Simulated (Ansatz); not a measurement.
# PbO2: the cost of one run

Computed with Ansatz 0.2.0 (DFT PBE, scalar-relativistic, plane waves, PAW, unless a step's input says otherwise).

1 further run of the same task is left out (it didn't finish).

### 1 Starting point

The structure is orthorhombic, space group Pbcn (No. 60). Conventional cell: a = 4.947 Å, b = 5.951 Å, c = 5.497 Å, α = 90.00°, β = 90.00°, γ = 90.00°. Pb (site symmetry 2) has 6 O at 2.17 Å as nearest neighbours. Around O (site symmetry 1) lie 3 Pb at 2.17 Å.

Structure file:

```
CELL_PARAMETERS angstrom
4.94700 0.00000 0.00000
0.00000 5.95100 0.00000
0.00000 0.00000 5.49700
ATOMIC_POSITIONS crystal
Pb 0.00000 0.17800 0.25000
Pb 0.50000 0.32200 0.75000
Pb 0.00000 0.82200 0.75000
Pb 0.50000 0.67800 0.25000
O 0.27600 0.41000 0.42500
O 0.22400 0.09000 0.92500
O 0.77600 0.09000 0.57500
O 0.72400 0.41000 0.07500
O 0.72400 0.59000 0.57500
O 0.77600 0.91000 0.07500
O 0.22400 0.91000 0.42500
O 0.27600 0.59000 0.92500
```

This is candidate A: structure reported for this formula (Pbcn, No. 60).

(A quick probe on a coarse mesh, which set the mesh and smearing, is not shown.)

### 3 Coarse relaxation (candidate A)

Input file input.yaml:

```yaml
crystal:
  lattice:
    - [4.947, 0.0, 0.0]
    - [0.0, 5.951, 0.0]
    - [0.0, 0.0, 5.497]
  atoms:
    - { symbol: Pb, position: [0.0, 0.178, 0.25] }
    - { symbol: Pb, position: [0.5, 0.322, 0.75] }
    - { symbol: Pb, position: [0.0, 0.822, 0.75] }
    - { symbol: Pb, position: [0.5, 0.678, 0.25] }
    - { symbol: O, position: [0.276, 0.41, 0.425] }
    - { symbol: O, position: [0.224, 0.09, 0.925] }
    - { symbol: O, position: [0.776, 0.09, 0.575] }
    - { symbol: O, position: [0.724, 0.41, 0.075] }
    - { symbol: O, position: [0.724, 0.59, 0.575] }
    - { symbol: O, position: [0.776, 0.91, 0.075] }
    - { symbol: O, position: [0.224, 0.91, 0.425] }
    - { symbol: O, position: [0.276, 0.59, 0.925] }
basis:
  ecutwfc: 420
kpoints:
  mp_grid: { grid: [4, 4, 4] }
hamiltonian:
  xc: pbe
scf:
  occupations: { method: gaussian, width: 0.1 }
  lower_state_search: "off"
output:
  forces: true
  stress: true
  eigenvalues: true
relax:
  adjacent_minimum: "off"
  f_tol: 0.04
  max_steps: 70
  cell: { stress_tol: 0.4 }
```

Started as:

```console
$ ansatz run input.yaml --threads 1 --pin off --max-ram 2560MiB --backend cpu --events-out ev --progress --plain --runs-dir out
```

What time and memory should one allow on 1 thread of Intel Xeon Platinum 8375C at 2.90GHz (Ice Lake), shared host?

About 2.3 min, with a peak of 0.61 GiB.
